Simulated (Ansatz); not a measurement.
# In (In, dhcp): the cost of one run

Program: Ansatz 0.2.0. Level of theory: DFT PBE, plane waves (420 eV) with PAW, scalar-relativistic. These are calculated values, not measurements.

## (1) The structure to begin with

It takes space group P6_3/mmc (No. 194, hexagonal). The conventional cell has a = 3.331 Å, b = 3.331 Å, c = 10.880 Å, α = 90.00°, β = 90.00°, γ = 120.00°. In (site symmetry -3m) is surrounded by 12 In at 3.33 Å. In (site symmetry -6m2) is surrounded by 12 In at 3.33 Å.

As a file:

```xyz
4
Lattice="3.3314 0.0000 0.0000 -1.6657 2.8851 0.0000 0.0000 0.0000 10.8803" Properties=species:S:1:pos:R:3 pbc="T T T"
In    0.0000    0.0000    0.0000
In    0.0000    0.0000    5.4402
In    0.0000    1.9234    2.7201
In    1.6657    0.9617    8.1603
```

## (2) Relaxing cell and atoms

File input.yaml:

```yaml
crystal:
  lattice:
    - [3.3313943041, 0.0, 0.0]
    - [-1.665697152, 2.8850720974, 0.0]
    - [0.0, 0.0, 10.8803337972]
  atoms:
    - { symbol: In, position: [0.0, 0.0, 0.0] }
    - { symbol: In, position: [0.0, 0.0, 0.5] }
    - { symbol: In, position: [0.3333333333, 0.6666666667, 0.25] }
    - { symbol: In, position: [0.6666666667, 0.3333333333, 0.75] }
hamiltonian:
  xc: pbe
  pseudopotentials:
    kind: paw
    azcp:
      In: "pseudopotentials/In.paw.azcp"
basis:
  ecutwfc: 420
  fft_grid_basis: typed
kpoints:
  mp_grid: { grid: [11, 11, 3], shift: [0, 0, 0] }
magnetization:
  spin_polarized: false
scf:
  occupations: { method: fermi_dirac, width: 0.1 }
relax:
  max_steps: 60
  f_tol: 0.01
  cell: {}
output:
  write_density: true
  write_potential: true
  elf: true
  volumetric_format: npy
```

The run is started by

```bash
> ansatz run input.yaml --threads 1 --pin off --max-ram 3584MiB --backend cpu --events-out ev --progress --plain --runs-dir out
```

Q: Estimate wall time and peak memory on 1 thread of Intel Xeon Platinum 8259CL at 2.50GHz (Skylake/Cascade Lake), shared host.

About 37 s, with a peak of 0.6 GiB.
